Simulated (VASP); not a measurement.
Here is a VASP 6.6.1 calculation.

Contents of INCAR:

```
PREC = Accurate
ENCUT = 600
EDIFF = 1E-6
ISMEAR = 0
SIGMA = 0.03
LREAL = False
LASPH = True
NELM = 80
ALGO = Normal
ISIF = 3
LWAVE = False
LCHARG = False
IBRION = 2
NSW = 90
EDIFFG = -0.01
KPAR = 2
```

The input KPOINTS:

```
Automatic mesh
0
Gamma
  8 8 6
```

File POSCAR:

```
ZrO2
1.0
    3.5961000000      0.0000000000      0.0000000000
    0.0000000000      3.5961000000      0.0000000000
    0.0000000000      0.0000000000      5.1770000000
Zr O
2 4
Direct
    0.0000000000      0.0000000000      0.0000000000
    0.5000000000      0.5000000000      0.5000000000
    0.0000000000      0.5000000000      0.2030000000
    0.0000000000      0.5000000000      0.7030000000
    0.5000000000      0.0000000000      0.2970000000
    0.5000000000      0.0000000000      0.7970000000
```

Potentials or basis: VASP PAW LDA potentials, release 64 (Zr_sv, O).

Run with:

```sh
$ cat potpaw_LDA.64/Zr_sv/POTCAR potpaw_LDA.64/O/POTCAR > POTCAR
$ mpirun -np 2 vasp_std > vasp.out
```

**Question.** Estimate the band gap on the k mesh.

**Answer.** 3.93 eV, indirect (least direct gap 4.06 eV).

**Question.** Predict the relaxed cell.

**Answer.** a = 3.560 Å, b = 3.560 Å, c = 5.109 Å, α = 90.00°, β = 90.00°, γ = 90.00°.

**Question.** Estimate the relaxed volume.

**Answer.** 10.79 Å³/atom.

**Question.** Predict the space group after relaxing (to 0.05 Å).

**Answer.** P4_2/nmc (No. 137).

Step by step:
```csv
step,energy change (eV),largest force (eV/Å),pressure (GPa),volume (Å³)
1,0.0000,0.0488,-6.98,66.95
2,0.0642,0.3309,12.54,62.35
3,-0.0413,0.0884,-0.13,65.13
4,-0.0413,0.0914,-0.01,65.09
5,-0.0427,0.0797,-0.01,65.04
6,-0.0454,0.0438,0.08,64.88
7,-0.0454,0.0164,0.30,64.56
8,-0.0462,0.0102,0.19,64.71
9,-0.0459,0.0246,-0.72,64.91
10,-0.0464,0.0032,-0.16,64.78
11,-0.0464,0.0008,-0.11,64.77
12,-0.0463,0.0003,0.25,64.69
13,-0.0464,0.0008,0.04,64.75
```

A k mesh can miss the band edges. Expect the measured gap to be larger: semilocal functionals such as LDA lack the derivative discontinuity.
